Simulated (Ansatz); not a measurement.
Set up this calculation in Ansatz 0.2.0, as the native input.

```
Task                : single point
Functional          : PBE
Potentials or basis : Ansatz PAW
Cutoff              : 420 eV (not typed: the program's choice for these potentials)
k mesh              : 7 × 7 × 7
Occupations         : fermi-dirac, width 0.05 eV
Spin                : no spin polarisation
```

Bi:

```
Bi
1.0
     2.26750    1.30914    3.93800
    -2.26750    1.30914    3.93800
     0.00000   -2.61828    3.93800
Bi
2
Direct
  0.77243 0.78624 0.75406
  0.23222 0.23858 0.23225
```

The cell isn't the ideal one: atoms moved at random, drawn with an rms of 0.05 Å.

One way to write it, as run:

input.yaml

```yaml
crystal:
  lattice:
    - [2.2675, 1.3091417354, 3.938]
    - [-2.2675, 1.3091417354, 3.938]
    - [0.0, -2.6182834708, 3.938]
  atoms:
    - { symbol: Bi, position: [0.772434, 0.786245, 0.754061] }
    - { symbol: Bi, position: [0.23222, 0.238582, 0.232252] }
hamiltonian:
  xc: pbe
  pseudopotentials: { kind: paw }
kpoints:
  mp_grid: { grid: [7, 7, 7] }
scf:
  occupations: { method: fermi_dirac, width: 0.05 }
output:
  forces: true
  stress: true
  eigenvalues: true
```

Potentials or basis: Ansatz PAW.

Launch:

```console
$ ansatz run input.yaml --threads 1 --pin off --max-ram 2560MiB --backend cpu --events-out ev --progress --plain --runs-dir out
```

Results of the run:

* Pressure: 2.8 GPa
* Largest force: 0.518 eV/Å
* Band gap on the k mesh: 0.24 eV, indirect (least direct gap 0.53 eV)

Caveat: odd divisions of the mesh miss points on the zone boundary, where band edges often lie, so the gap on the mesh can be too wide; spin-orbit coupling is left out, which as a rule narrows the gap of such compounds by several tenths of an eV.

It took 4.2 s on 1 thread of AMD EPYC 9R45 96-Core Processor (Zen 5), with other jobs on the host, peak memory 0.53 GiB.
